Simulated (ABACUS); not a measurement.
Runs of ABACUS 3.10.1 on Fe. Symmetry: Im-3m, No. 229, cubic system. The conventional cell has a = 2.886 Å, b = 2.886 Å, c = 2.886 Å, α = 90.00°, β = 90.00°, γ = 90.00°. Fe (site symmetry m-3m) is surrounded by 8 Fe at 2.50 Å. 

| task | level | potentials or basis | k mesh | cutoff (eV) | SCF threshold on the density | eigensolver | symmetry key | orbital files | path | mesh quality | gap on the mesh (eV) | pressure (GPa) | moment (μB) |
| --- | --- | --- | --- | --- | --- | --- | --- | --- | --- | --- | --- | --- | --- |
| single point | BLYP | PseudoDojo NC SR 0.4.1 PBE standard, DZP LCAO (the cutoffs set its grid) | 12 × 12 × 12 | 1361 | 1e-07 | genelpa | 1 | Fe Fe_confined-atom_7au_3s2p2d1f.orb | - | not flagged | none | -0.9 | (a) |
| single point | TM | SG15 ONCV 1.2 PBE, plane waves | 8 × 8 × 8 | 1415 | 1e-08 | dav | 1 | - | - | coarse | none | -8.1 | (c) |
| single point | PBEsol | PseudoDojo NC SR 0.4.1 PBEsol standard, DZP LCAO (the cutoffs set its grid) | 12 × 12 × 12 | 1361 | 1e-07 | genelpa | 1 | Fe Fe_confined-atom_7au_3s2p2d1f.orb | - | not flagged | none | (b) | 2.35 |
| single point | M06-L | SG15 ONCV 1.2 PBE, plane waves | 8 × 8 × 8 | 1415 | 1e-08 | dav | 1 | - | - | coarse | none | 0.0 | 2.78 |

Alike in all rows: spin collinear, ferromagnetic start; cell as given; smearing fermi-dirac 0.05 eV.

Q: Fill in the values left out.

A: (a) 2.37; (b) -16.3; (c) 2.58.

Caveats: some runs use coarse meshes; the potentials were made for another functional, which shifts forces and pressure (some runs); the atomic orbitals were generated for these runs and aren't a published set (some runs); the basis of atomic orbitals isn't converged, which shifts pressures, moduli and gaps (some runs); so large a pressure means that the cell lies far from this level's equilibrium, or that cutoff or potentials fall short (some runs).

A gap of «none» marks a metal or a gap under the smearing width.

Runs at the PBE level aren't shown here.
